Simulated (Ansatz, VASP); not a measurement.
Given: the input of a run of Ansatz 0.2.0 on Zn.

The input input.yaml:

```yaml
crystal:
  lattice:
    - [-1.569037, 1.569037, 1.53765626]
    - [1.569037, -1.569037, 1.53765626]
    - [1.569037, 1.569037, -1.53765626]
  atoms:
    - { symbol: Zn, position: [0.0, 0.0, 0.0] }
hamiltonian:
  xc: pbesol
  pseudopotentials: { kind: paw }
kpoints:
  mp_grid: { grid: [10, 10, 10] }
scf:
  occupations: { method: fermi_dirac, width: 0.05 }
output:
  forces: true
  stress: true
  eigenvalues: true
```

Potentials or basis: Ansatz PAW.

Run with:

```bash
$ ansatz run input.yaml --threads 2 --pin off --max-ram 5632MiB --backend cpu --events-out ev --progress --plain --runs-dir out
```

Task: Translate it to VASP 6.6.1. Potentials there: VASP PAW PBE potentials, release 64 (Zn).

Result: As run (the cutoff follows the program's own potentials):

INCAR

```
PREC     = Accurate       # precision mode
ENCUT    = 520            # plane-wave cutoff, eV
EDIFF    = 1E-7           # SCF threshold, eV
ISMEAR   = -1             # smearing method
SIGMA    = 0.05           # smearing width, eV
LREAL    = False          # projectors in reciprocal space
LASPH    = True           # aspherical terms in the spheres
NELM     = 80             # most SCF steps
ALGO     = Normal         # electronic algorithm
ISIF     = 2              # what is computed and relaxed
LWAVE    = False          # write WAVECAR
LCHARG   = False          # write CHGCAR
GGA      = PS             # functional
NBANDS   = 12             # bands
```

Contents of KPOINTS:

```
Automatic mesh
0
Gamma
  10 10 10
```

Contents of POSCAR:

```
Zn
1.0
   -1.5690370000      1.5690370000      1.5376562600
    1.5690370000     -1.5690370000      1.5376562600
    1.5690370000      1.5690370000     -1.5376562600
Zn
1
Direct
    0.0000000000      0.0000000000      0.0000000000
```

Potentials or basis: VASP PAW PBE potentials, release 64 (Zn).

Launch:

```sh
$ cat potpaw_PBE.64/Zn/POTCAR > POTCAR
$ mpirun -np 1 vasp_std > vasp.out
```

Both were run:

|  | VASP | Ansatz | Ansatz less VASP |
| --- | --- | --- | --- |
| gap on the k mesh at the Fermi level (eV) | none | none | - |
| pressure (GPa) | -3.6 | -3.9 | -0.32 |
| largest component of the traceless stress (GPa) | 1.23 | 1.24 | +0.005 |

A gap of «none» marks a metal or a gap that the smearing closes.

Caveats: the PAW data sets were made with another functional, which shifts forces and pressure a little (VASP); the PAW data sets come from PBE, with cores solved anew for the run's functional, which leaves a small shift of forces and pressure (Ansatz).
